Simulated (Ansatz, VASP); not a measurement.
## One calculation of KI, two programs

```
K I
1.0
     0.00000    3.52455    3.52455
     3.52455    0.00000    3.52455
     3.52455    3.52455    0.00000
K I
1 1
Direct
  0.00000 0.00000 0.00000
  0.47872 0.47872 0.52128
```

Change from the starting cell: all I atoms moved +0.150 Å, as atom 2 towards its neighbour atom 1 (K) at 3.525 Å.

Alike in both runs: task single point; functional PBE; k mesh 6 × 6 × 6; occupations gaussian, width 0.05 eV; no spin polarisation.

|  | VASP | Ansatz |
| --- | --- | --- |
| version | VASP 6.6.1 | Ansatz 0.2.0 |
| potentials or method | VASP PAW PBE potentials, release 64 (K_sv, I) | scalar-relativistic, plane waves, PAW |
| plane-wave cutoff (eV) | 520 | 420 |
| valence electrons in the cell | 16 | 26 |

Ansatz gave:

```
gap on the k mesh at the Fermi level (eV)       : 3.99
least direct gap on the mesh (eV)               : 3.99
pressure (GPa)                                  : 0.8
largest component of the traceless stress (GPa) : 0.24
rms of the force components (eV/Å)              : 0.103
```

Task: What did VASP give for the same quantities?

Result: gap on the k mesh at the Fermi level (eV): 3.98; least direct gap on the mesh (eV): 3.98; pressure (GPa): 0.8; largest component of the traceless stress (GPa): 0.24; rms of the force components (eV/Å): 0.103.

Atom by atom the forces differ by 0.001 eV/Å (rms over components). The two sets of potentials don't hold the same shells in valence.

Caveats: spin-orbit coupling is left out, which moves the levels of the heavy elements.
